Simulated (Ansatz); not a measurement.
# Every step of a relaxation of TePb (CsCl type)

DFT, PBE, PAW with Ansatz's default frozen-core files, scalar-relativistic (Ansatz 0.2.0); a Γ-centred 11×11×11 k mesh, Fermi–Dirac smearing of 0.08 eV, no spin polarisation. The run relaxes cell and atoms at a target pressure of 3.3 GPa.

Command: `ansatz run input.yaml --threads 1 --pin off --max-ram 3584MiB --backend cpu --events-out ev --progress --plain --runs-dir out` It took 11 s on 1 thread of Intel(R) Xeon(R) 6975P-C (Granite Rapids), with other jobs on the host, peak memory 0.44 GiB.

```yaml
crystal:
  lattice:
    - [3.9545864549, 0.0, 0.0]
    - [0.0, 3.9545864549, 0.0]
    - [0.0, 0.0, 3.9545864549]
  atoms:
    - { symbol: Pb, position: [0.0, 0.0, 0.0] }
    - { symbol: Te, position: [0.5, 0.5, 0.5] }
kpoints:
  mp_grid: { grid: [11, 11, 11] }
scf:
  occupations: { method: fermi_dirac, width: 0.08 }
hamiltonian:
  xc: pbe
  pseudopotentials: { kind: paw }
output:
  forces: true
  stress: true
  eigenvalues: true
  write_density: true
  write_potential: true
  elf: true
  volumetric_format: npy
relax:
  f_tol: 0.005
  max_steps: 40
  cell: { p_target: 3.3, stress_tol: 0.03 }
```

Each step lists its enthalpy F + pV a cell above the last geometry, the pressure, the cell vectors (Å), and Cartesian positions (Å) with forces (eV/Å).

The first step:

```
step 1  dH = 14.13 meV  P = 1.43 GPa
  cell 3.9546 0.0000 0.0000  0.0000 3.9546 0.0000  0.0000 0.0000 3.9546
  Pb 0.0000 0.0000 0.0000   0.0000 0.0000 0.0000
  Te 1.9773 1.9773 1.9773   0.0000 0.0000 0.0000
```

Spin–orbit coupling is left out, which matters for the heavy atoms.

Problem. Where does the relaxation end, and by which steps?

Solution. After 3 geometries, with conventional a, b, c = 3.906, 3.906, 3.906 Å, at 29.792 Å³/atom (-3.66 % against the start) in space group Pm-3m, with a shortest distance of 3.383 Å. The further steps:
```
step 2  dH = 0.61 meV  P = 3.76 GPa
  cell 3.8943 0.0000 0.0000  0.0000 3.8943 0.0000  0.0000 0.0000 3.8943
  Pb 0.0000 0.0000 0.0000   0.0000 0.0000 0.0000
  Te 1.9471 1.9471 1.9471   0.0000 0.0000 0.0000
step 3  dH = 0.00 meV  P = 3.27 GPa
  cell 3.9058 0.0000 0.0000  0.0000 3.9058 0.0000  0.0000 0.0000 3.9058
  Pb 0.0000 0.0000 0.0000   0.0000 0.0000 0.0000
  Te 1.9529 1.9529 1.9529   0.0000 0.0000 0.0000
step 4  dH = 0.35 meV  P = 3.27 GPa  (same geometry on a basis chosen anew; earlier energies don't compare to the last digit)
  cell 3.9058 0.0000 0.0000  0.0000 3.9058 0.0000  0.0000 0.0000 3.9058
  Pb 0.0000 0.0000 0.0000   0.0000 0.0000 0.0000
  Te 1.9529 1.9529 1.9529   0.0000 0.0000 0.0000
```
